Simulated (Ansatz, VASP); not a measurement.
# SnO2 (rutile SnO2, size series): VASP beside Ansatz, part 2 of 2

One calculation is typed for both programs; each brings its own data sets. How far apart do they land? The cell is taken from a series of runs on this material, whose earlier steps may have relaxed, scaled, displaced or heated it; both programs get it as it stands.

VASP 6.6.1 and Ansatz 0.2.0.

So far. Step 2 (Ansatz: single point, PBE, pair 1): The run ends at a pressure of 11.61 GPa, with forces up to 1.8 eV/Å. Step 3 (VASP: single point, PBE, pair 1): The run ends at a pressure of 12.02 GPa, with forces up to 1.8 eV/Å.

### 5. Ansatz: single point, PBE, pair 2

Level of this step: Ansatz beside VASP: Kohn-Sham DFT, plane waves, PBE (Ansatz).

With cell and atoms fixed, the geometry can't cause a difference; cores, projectors, grids and the points listed under the comparison can.

The cell is taken from a series of runs on this material, whose earlier steps may have relaxed, scaled, displaced or heated it; both programs get it as it stands.

Contents of input.yaml:

```yaml
crystal:
  lattice:
    - [9.474, 0.0, 0.0]
    - [0.0, 9.474, 0.0]
    - [0.0, 0.0, 6.372]
  atoms:
    - { symbol: Sn, position: [0.99089, 0.99892, 0.99097] }
    - { symbol: Sn, position: [0.25461, 0.25108, 0.25083] }
    - { symbol: O, position: [0.15436, 0.16226, 0.99971] }
    - { symbol: O, position: [0.35478, 0.34736, 0.00694] }
    - { symbol: O, position: [0.08617, 0.39715, 0.24263] }
    - { symbol: O, position: [0.39252, 0.09195, 0.24875] }
    - { symbol: Sn, position: [0.00719, 0.0016, 0.4874] }
    - { symbol: Sn, position: [0.25664, 0.25765, 0.74617] }
    - { symbol: O, position: [0.15863, 0.16121, 0.49753] }
    - { symbol: O, position: [0.36019, 0.36272, 0.50806] }
    - { symbol: O, position: [0.09848, 0.40329, 0.75811] }
    - { symbol: O, position: [0.40465, 0.10577, 0.75136] }
    - { symbol: Sn, position: [0.01753, 0.50187, 0.01636] }
    - { symbol: Sn, position: [0.241, 0.7501, 0.2475] }
    - { symbol: O, position: [0.15638, 0.6602, 0.99314] }
    - { symbol: O, position: [0.36279, 0.84936, 0.00116] }
    - { symbol: O, position: [0.09604, 0.92029, 0.25047] }
    - { symbol: O, position: [0.3924, 0.59408, 0.27738] }
    - { symbol: Sn, position: [0.00707, 0.48447, 0.50382] }
    - { symbol: Sn, position: [0.24893, 0.75017, 0.76429] }
    - { symbol: O, position: [0.13971, 0.65195, 0.47797] }
    - { symbol: O, position: [0.34201, 0.84949, 0.50153] }
    - { symbol: O, position: [0.09718, 0.92071, 0.77017] }
    - { symbol: O, position: [0.38348, 0.58431, 0.75102] }
    - { symbol: Sn, position: [0.48786, 0.99869, 9.0e-05] }
    - { symbol: Sn, position: [0.73806, 0.24513, 0.25839] }
    - { symbol: O, position: [0.65487, 0.14428, 0.97459] }
    - { symbol: O, position: [0.85224, 0.33805, 0.01794] }
    - { symbol: O, position: [0.60015, 0.40903, 0.24644] }
    - { symbol: O, position: [0.91257, 0.10637, 0.25677] }
    - { symbol: Sn, position: [0.49696, 0.99263, 0.50734] }
    - { symbol: Sn, position: [0.74691, 0.24841, 0.73177] }
    - { symbol: O, position: [0.65534, 0.15656, 0.4843] }
    - { symbol: O, position: [0.83727, 0.33312, 0.48945] }
    - { symbol: O, position: [0.59933, 0.40408, 0.75791] }
    - { symbol: O, position: [0.90804, 0.10974, 0.72688] }
    - { symbol: Sn, position: [0.48471, 0.50726, 0.00281] }
    - { symbol: Sn, position: [0.75324, 0.74259, 0.23964] }
    - { symbol: O, position: [0.64854, 0.65762, 0.00379] }
    - { symbol: O, position: [0.83375, 0.8408, 0.00464] }
    - { symbol: O, position: [0.59307, 0.9092, 0.24572] }
    - { symbol: O, position: [0.90475, 0.60075, 0.24442] }
    - { symbol: Sn, position: [0.48871, 0.50656, 0.4983] }
    - { symbol: Sn, position: [0.75021, 0.75031, 0.74261] }
    - { symbol: O, position: [0.65748, 0.65603, 0.51147] }
    - { symbol: O, position: [0.84704, 0.85462, 0.48247] }
    - { symbol: O, position: [0.58205, 0.90425, 0.75827] }
    - { symbol: O, position: [0.90317, 0.60942, 0.74363] }
kpoints:
  mp_grid: { grid: [1, 1, 1] }
hamiltonian:
  xc: pbe
scf:
  occupations: { method: fermi_dirac, width: 0.05 }
output:
  forces: true
  eigenvalues: true
  populations: true
  stress: true
```

Run with:

```sh
$ ansatz run input.yaml --threads 4 --pin off --max-ram 8192MiB --backend cpu --events-out ev --progress --plain --runs-dir out
```

Numbers of over 12 decimals in the logs are rounded to 6 here.

Output:

```text
[...]
Crystal: 48 atoms, lattice volume = 571.930 Å³
Basis set: ecut = 420 eV, 11173 PW (Γ), exchange–correlation on 128×128×90 points (8 copies of the dense FFT grid, shifted against one another)
Bands: 256, of which v1, the nominal top of the filled ones, is band 208 counted from 1 (207 counted from 0)
Symmetry: 1 space group operations
[...]
k-points: 1
[...]
--- Löwdin populations: 48 sites ---
  site symbol       q [e]
     0     Sn     12.2268
     1     Sn     12.2313
     2      O      6.8299
     3      O      6.8171
     4      O      6.8087
     5      O      6.8297
     6     Sn     12.1932
     7     Sn     12.2213
[...]
44      O      6.8202
    45      O      6.8312
    46      O      6.8285
    47      O      6.8247
  spilling = 0.005319 (of n_electrons = 416.000000)
[key lines of the parts left out:]
SCF converged after 9 iterations
Free energy (F): -114531.402355 eV
Fermi energy:    10.469858 eV
P = ⅓ Tr σ = 15.8361 GPa (158.361 kbar)
```

The run ends at a pressure of 15.84 GPa, with forces up to 7.4 eV/Å.

### 6. VASP: single point, PBE, pair 2

The same cell, functional, mesh and smearing now go to VASP, with its own data sets.

Contents of INCAR:

```
SYSTEM = SnO2
PREC = Accurate
ENCUT = 600
EDIFF = 1E-06
NELM = 120
ISMEAR = -1
SIGMA = 0.05
LREAL = Auto
ALGO = Normal
GGA = PE
NBANDS = 248
LORBIT = 11
LWAVE = .FALSE.
LCHARG = .FALSE.
ISIF = 2
LASPH = .TRUE.
GGA_COMPAT = .FALSE.
EFERMI = MIDGAP
NCORE = 2
```

Contents of POSCAR:

```
SnO2
1.0
    9.4740000000      0.0000000000      0.0000000000
    0.0000000000      9.4740000000      0.0000000000
    0.0000000000      0.0000000000      6.3720000000
Sn O
16 32
Direct
    0.9908900000      0.9989200000      0.9909700000
    0.2546100000      0.2510800000      0.2508300000
    0.0071900000      0.0016000000      0.4874000000
    0.2566400000      0.2576500000      0.7461700000
    0.0175300000      0.5018700000      0.0163600000
    0.2410000000      0.7501000000      0.2475000000
    0.0070700000      0.4844700000      0.5038200000
    0.2489300000      0.7501700000      0.7642900000
    0.4878600000      0.9986900000      0.0000900000
    0.7380600000      0.2451300000      0.2583900000
    0.4969600000      0.9926300000      0.5073400000
    0.7469100000      0.2484100000      0.7317700000
    0.4847100000      0.5072600000      0.0028100000
    0.7532400000      0.7425900000      0.2396400000
    0.4887100000      0.5065600000      0.4983000000
    0.7502100000      0.7503100000      0.7426100000
    0.1543600000      0.1622600000      0.9997100000
    0.3547800000      0.3473600000      0.0069400000
    0.0861700000      0.3971500000      0.2426300000
    0.3925200000      0.0919500000      0.2487500000
    0.1586300000      0.1612100000      0.4975300000
    0.3601900000      0.3627200000      0.5080600000
    0.0984800000      0.4032900000      0.7581100000
    0.4046500000      0.1057700000      0.7513600000
    0.1563800000      0.6602000000      0.9931400000
    0.3627900000      0.8493600000      0.0011600000
    0.0960400000      0.9202900000      0.2504700000
    0.3924000000      0.5940800000      0.2773800000
    0.1397100000      0.6519500000      0.4779700000
    0.3420100000      0.8494900000      0.5015300000
    0.0971800000      0.9207100000      0.7701700000
    0.3834800000      0.5843100000      0.7510200000
    0.6548700000      0.1442800000      0.9745900000
    0.8522400000      0.3380500000      0.0179400000
    0.6001500000      0.4090300000      0.2464400000
    0.9125700000      0.1063700000      0.2567700000
    0.6553400000      0.1565600000      0.4843000000
    0.8372700000      0.3331200000      0.4894500000
    0.5993300000      0.4040800000      0.7579100000
    0.9080400000      0.1097400000      0.7268800000
    0.6485400000      0.6576200000      0.0037900000
    0.8337500000      0.8408000000      0.0046400000
    0.5930700000      0.9092000000      0.2457200000
    0.9047500000      0.6007500000      0.2444200000
    0.6574800000      0.6560300000      0.5114700000
    0.8470400000      0.8546200000      0.4824700000
    0.5820500000      0.9042500000      0.7582700000
    0.9031700000      0.6094200000      0.7436300000
```

Contents of KPOINTS:

```
Automatic mesh
0
Gamma
1 1 1
0 0 0
```

The projector-augmented-wave data sets are Sn_d and O (PBE family, release 64).

Run with:

```sh
$ mpirun -np 8 vasp_gam
```

Output:

```text
[... set-up lines as in an earlier step ...]
 entering main loop
       N       E                     dE             d eps       ncg     rms          rms(c)
DAV:   1     0.119848610791E+05    0.11985E+05   -0.17798E+05   584   0.343E+03
DAV:   2     0.330899230526E+04   -0.86759E+04   -0.81476E+04   496   0.109E+03
DAV:   3     0.170385335912E+03   -0.31386E+04   -0.29191E+04   568   0.411E+02
DAV:   4    -0.312643199331E+03   -0.48303E+03   -0.46787E+03   568   0.176E+02
[...]
DAV:  15    -0.286062866725E+03   -0.21949E-05   -0.24337E-05   688   0.322E-02    0.887E-03
DAV:  16    -0.286062866479E+03    0.24569E-06   -0.10944E-05   640   0.142E-02    0.492E-03
DAV:  17    -0.286062866216E+03    0.26274E-06   -0.31438E-06   384   0.708E-03
   1 F= -.28606287E+03 E0= -.28605965E+03  d E =-.642478E-02
```

Parts of OUTCAR (step 6):

```text
  Total       43.1857939     46.9139372     83.0990451      4.5126504     -5.3876114     -2.5717858
  in kB      120.9787135    131.4225643    232.7898753     12.6415330    -15.0926089     -7.2044833
  external PRESSURE =     161.7303844 kB  Pullay stress =       0.0000000 kB

 POSITION                                       TOTAL-FORCE (eV/Angst)
 -----------------------------------------------------------------------------------
      9.38769      9.46377      6.31446        -2.030228      3.319071      2.235386
      2.41218      2.37873      1.59829        -0.304309     -0.126112     -0.360777
      0.06812      0.01516      3.10571        -1.785464      1.188902      2.925177
      2.43141      2.44098      4.75460        -0.222437     -1.027681      1.018378
      0.16608      4.75472      0.10425        -5.430286     -0.058907     -3.634466
      2.28323      7.10645      1.57707         1.088658      2.018568      1.516672
      0.06698      4.58987      3.21034        -3.259798      1.456127      0.173872
      2.35836      7.10711      4.87006         0.465276      2.273110     -4.124761
      4.62199      9.46159      0.00057         3.680586      3.873672      0.774701
      6.99238      2.32236      1.64646         1.598160      0.830311     -7.127851
      4.70820      9.40418      3.23277         0.839229      1.597445     -1.681348
      7.07623      2.35344      4.66284        -0.250978      0.758349      4.465514
      4.59214      4.80578      0.01791         3.940817     -0.165840      0.548835
      7.13620      7.03530      1.52699        -1.775436      0.653999      3.003196
[...]
-----------------------------------------------------------------------------------
    total drift:                               -0.040895      0.001419      0.007763

  FREE ENERGIE OF THE ION-ELECTRON SYSTEM (eV)
  ---------------------------------------------------
  free  energy   TOTEN  =      -286.0628662161 eV

  energy  without entropy=     -286.0564414328  energy(sigma->0) =     -286.05965382

[... 2 parts as in an earlier step ...]

[... 1 further part left out ...]
[key lines of the parts left out:]
E-fermi :   7.0798
```

The run ends at a pressure of 16.17 GPa, with forces up to 7.4 eV/Å.

### 7. Comparison

Compared:

```csv
quantity,Ansatz,VASP,difference
pressure (GPa),15.84,16.17,-0.34
gap on the k mesh (eV),0.541,0.527,+0.014
```

Forces on 9 of the 48 atoms, those with the largest forces and the largest differences (eV/Å; atoms numbered as in POSCAR):

```csv
atom,"Ansatz x, y, z","VASP x, y, z"
Sn5,"-5.418, -0.061, -3.606","-5.430, -0.059, -3.634"
Sn8,"0.508, 2.267, -4.085","0.465, 2.273, -4.125"
Sn9,"3.714, 3.913, 0.767","3.681, 3.874, 0.775"
Sn10,"1.618, 0.878, -7.137","1.598, 0.830, -7.128"
Sn15,"6.957, 0.820, 2.303","6.959, 0.804, 2.298"
O22,"-4.129, -4.392, -0.639","-4.116, -4.369, -0.654"
O26,"-4.042, -4.223, 0.261","-4.020, -4.199, 0.274"
O37,"-3.594, -3.401, 2.670","-3.611, -3.416, 2.633"
O47,"1.742, -1.676, -1.005","1.784, -1.718, -1.001"
```

The forces differ by 20 meV/Å r.m.s., which is 1.0 % of the r.m.s. force of 2.045 eV/Å (both taken over all components). A gap on the mesh is an upper bound, since the band edges may lie between its points.

### 8. What came out

```yaml
r_m_s_force_difference_single_point_pbe_pair_1: 2.4 % of the r.m.s. force
r_m_s_force_difference_single_point_pbe_pair_2: 1.00 % of the r.m.s. force
```

What this shows: The r.m.s. force difference is 2.4 % of the r.m.s. force (single point, PBE, pair 1), within the 3 % picked in this series as the mark of a large difference. How closely two codes agree says nothing of how well the functional describes the real material.

[Lines on the potential files, build, host, timing and source positions are cut from VASP's logs without a mark.]

[Logs are printed without paths, hosts, clocks, repeated set-up lines and the standing remarks that a program may print on its own settings, such as how far it seeks lower states.]

[Hosts, paths, dates, database ids (printed as entryN), source tags and the programs' standing remarks are cut or masked in the printed files.]
